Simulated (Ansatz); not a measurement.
Crystal: KCl (Sylvite).

```
CELL_PARAMETERS angstrom
0.00000 3.14647 3.14647
3.14647 0.00000 3.14647
3.14647 3.14647 0.00000
ATOMIC_POSITIONS crystal
K 0.00000 0.00000 0.00000
Cl 0.50000 0.50000 0.50000
```

Base run:

```yaml
Program: Ansatz 0.2.0
Functional: PBEsol
Potentials_or_basis: all-electron LAPW, scalar-relativistic
Cutoff: 140 eV
Density_cutoff: 559 eV
Basis_error_allowed: 0.001 eV/atom
k_mesh: 7 × 7 × 7
Occupations: fermi-dirac, width 0.05 eV
Spin: no spin polarisation
```

Its results: band gap on the k mesh 5.03 eV, direct; pressure -0.4 GPa.

Q: The run is repeated on the same cell with these changes: functional from PBEsol to PBE. What comes out?

A: Band gap on the k mesh 5.19 eV, direct; pressure 0.8 GPa.

PBE binds less tightly than PBEsol, so the same cell stands under more pressure.

Not every run made on this cell is shown here.
